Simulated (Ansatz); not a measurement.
Be interstitial in BeSe

These are results of DFT PBEsol, scalar-relativistic, plane waves, PAW (Ansatz), not measurements. Run with 420 eV cutoff, 2×2×2 k-mesh, shifted by half a step, Gaussian smearing of 0.01 eV, collinear spin in charge +1 alone.

Host crystal, relaxed:

```
CELL_PARAMETERS angstrom
0.00000 2.56436 2.56436
2.56436 0.00000 2.56436
2.56436 2.56436 0.00000
ATOMIC_POSITIONS crystal
Be 0.00000 0.00000 0.00000
Se 0.25000 0.25000 0.25000
```

Supercell of 32 atoms, rows in host cell vectors: -1 -1 -1; 3 -1 -1; -1 -1 3. Atoms relax at the host's cell, keeping the symmetry that the supercell leaves at the site. The cell is small, so energies carry finite-size errors of tenths of an eV. The host's Kohn–Sham gap is 2.47 eV. Atoms are taken from and returned to the elements' standard states. Charged cells are corrected for image charges with the computed static dielectric tensor (mean 7.7) and aligned with the host's potential at far atoms (alignment terms reach 0.22 eV). No band-filling term is added, and the Fermi level counts from the host's valence band top.

Defect: Be interstitial at (0.750, 0.750, 0.750) of the host cell.

(1) What is the formation energy of the neutral defect?

(2) Does the neutral defect carry a moment, and how do its surroundings relax?

(3) Charges +2, +1, 0 were computed. Which is stable where in the gap?

Answers

(1) 4.40 eV.

(2) The neutral run had no spin polarisation, so a moment wasn't tested. The nearest neighbours before are 4 Be at 2.22 Å, 6 Se at 2.56 Å; after relaxation the atoms near the site are 4 Be at 2.25 Å, 6 Se at 2.61 Å; the largest move is 0.05 Å.

(3) Among the charges computed the stable one is +2 at the valence band top, changing to +1 at 1.38 eV, changing to 0 at 2.01 eV. Other sites of the defect weren't tried. Levels between neighbouring charges: (+2/+1) 1.38 eV, (+1/0) 2.01 eV.